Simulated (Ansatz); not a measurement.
## Al3Ru2: equilibrium cell

Method: DFT PBEsol, scalar-relativistic, plane waves, PAW in Ansatz. Each run relaxes cell and atoms to zero pressure from this start:

```
CELL_PARAMETERS angstrom
-1.53890 1.53890 7.14310
1.53890 -1.53890 7.14310
1.53890 1.53890 -7.14310
ATOMIC_POSITIONS crystal
Al 0.00000 0.00000 0.00000
Al 0.80618 0.80618 0.00000
Al 0.19382 0.19382 0.00000
Ru 0.60587 0.60587 0.00000
Ru 0.39413 0.39413 0.00000
```

| Property | Result |
| --- | --- |
| Γ-centred k-mesh | 16×16×16 |
| occupation rule | Gaussian smearing, 0.1 eV |
| spin treatment | unpolarised |

Lengths are those of the conventional cell, space group I4/mmm. The stress that the relaxation follows holds a correction for the finite cutoff (Pulay stress).

| cutoff (eV) | a (Å) | c (Å) | volume (Å³/atom) | gap on mesh (eV) |
| --- | --- | --- | --- | --- |
| 250 | 3.063 | 14.346 | 13.46 | metal |
| 350 | 3.074 | 14.251 | 13.47 | metal |
| 420 | 3.073 | 14.252 | 13.46 | metal |

Q: What does 650 give?

A: It gives:

| cutoff (eV) | a (Å) | c (Å) | volume (Å³/atom) | gap on mesh (eV) |
| --- | --- | --- | --- | --- |
| 650 | 3.073 | 14.252 | 13.46 | metal |

1 further run of this set didn't finish or converge.

Cost: 4 runs of about 28 core-minutes in all, on AMD EPYC (Zen 3) (shared hosts).